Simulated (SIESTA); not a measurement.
CdSe (Cadmoselite):

```
Cd Se
1.0
     4.30000    0.00000    0.00000
    -2.15000    3.72391    0.00000
     0.00000    0.00000    7.02000
Cd Se
2 2
Direct
  0.66667 0.33333 0.50000
  0.33333 0.66667 0.00000
  0.66667 0.33333 0.88500
  0.33333 0.66667 0.38500
```

Base run:

| Property | Result |
| --- | --- |
| Program | SIESTA 5.4.2 |
| Functional | PBE |
| Potentials or basis | PseudoDojo 0.4 standard (PBE files) |
| Basis | DZP (energy shift 0.002 Ry) |
| Grid cutoff | 800 Ry |
| Energy shift | 0.002 Ry |
| k mesh | 7 × 7 × 4 |
| Occupations | fermi-dirac, width 0.05 eV |
| Spin | no spin polarisation |

Its results: band gap on the k mesh 0.96 eV, direct; pressure 4.0 GPa; largest force 0.334 eV/Å.

Q: After a change of settings the same cell gave: band gap on the k mesh 0.88 eV, direct; pressure 1.8 GPa; largest force 0.327 eV/Å. Which change was it?
A. functional from PBE to RPBE
B. functional from PBE to BP86
C. basis from DZP (energy shift 0.002 Ry) to TZDP (energy shift 0.002 Ry)
D. functional from PBE to vdW-DF-cx

A: D.

Caveats: semicore shells carry a single zeta, which can move pressures by several GPa and volumes by a few percent; the basis of atomic orbitals isn't converged, which shifts pressures, moduli and gaps; the potentials were made for another functional, which shifts forces and pressure (some runs).

Not every run made on this cell is shown here.
